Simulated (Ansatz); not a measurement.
Crystal: Cu3Au (Auricupride).

```
Au Cu
1.0
     3.74000    0.00000    0.00000
     0.00000    3.74000    0.00000
     0.00000    0.00000    3.74000
Au Cu
1 3
Direct
  0.00000 0.00000 0.00000
  0.50000 0.50000 0.00000
  0.50000 0.00000 0.50000
  0.00000 0.50000 0.50000
```

- Program: Ansatz 0.2.0
- Task: relaxation of cell and atoms
- Functional: RPBE
- Dispersion: D3(BJ)
- Potentials or basis: Ansatz PAW
- Cutoff: 420 eV (not typed: the program's choice for these potentials)
- k mesh: 7 × 7 × 7
- Occupations: fermi-dirac, width 0.05 eV
- Spin: no spin polarisation

At the start: volume 13.08 Å³/atom.

Q: Where does the relaxation end?

A: It ends after 7 steps and the volume is 11.17 Å³/atom (-14.6 %); space group Pm-3m (No. 221, to 0.05 Å).

The path:
| step | energy change (eV) | largest force (eV/Å) | volume (Å³) |
| --- | --- | --- | --- |
| 1 | 0.0000 | 0.0000 | 52.31 |
| 2 | -0.8250 | 0.0000 | 45.03 |
| 3 | -0.8279 | 0.0000 | 44.50 |
| 4 | -0.8282 | 0.0000 | 44.64 |
| 5 | -0.8178 | 0.0000 | 44.64 |
| 6 | -0.8177 | 0.0000 | 44.66 |
| 7 | -0.8178 | 0.0000 | 44.66 |

Final structure:
```
CELL_PARAMETERS angstrom
3.54791 0.00000 0.00000
0.00000 3.54791 0.00000
0.00000 0.00000 3.54791
ATOMIC_POSITIONS crystal
Au 0.00000 0.00000 0.00000
Cu 0.50000 0.50000 0.00000
Cu 0.50000 0.00000 0.50000
Cu 0.00000 0.50000 0.50000
```

Caveat: the plane-wave basis is chosen anew once the cell has moved, so the energies of steps on either side of that aren't comparable; the volume moved by -15 % from the deposited cell, more than functionals usually miss; pairwise dispersion overbinds metals, which lowers pressure and volume; the PAW data sets come from PBE, with cores solved anew for the run's functional, which leaves a small shift of forces and pressure.
